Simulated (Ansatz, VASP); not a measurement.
## Two plane-wave programs on Pt

```
Pt
1.0
     4.53343    0.00000    0.00000
    -2.26672    3.92607    0.00000
     0.00000    0.00000    2.70136
Pt
3
Cartesian
  0.0000 0.0000 0.0000
  0.0000 2.6174 1.3507
  2.2667 1.3087 1.3507
```

Alike in both runs: functional PBE; k mesh 9 × 9 × 12; occupations fermi-dirac, width 0.08 eV; no spin polarisation.

Ansatz relaxed the structure, and its values are those at the end. VASP's run is a single point on that final structure, the one shown.

|  | VASP | Ansatz |
| --- | --- | --- |
| version | VASP 6.6.1 | Ansatz 0.2.0 |
| potentials or method | VASP PAW PBE potentials, release 64 (Pt) | PAW with Ansatz's default frozen-core files, scalar-relativistic |
| plane-wave cutoff (eV) | 520 | 420 |
| valence electrons in the cell | 30 | 54 |

|  | VASP | Ansatz | Ansatz less VASP |
| --- | --- | --- | --- |
| pressure (GPa) | -0.5 | 0.0 | +0.50 |

The two sets of potentials don't hold the same shells in valence.

The runs have no spin-orbit coupling, so splittings on Pt are missing.
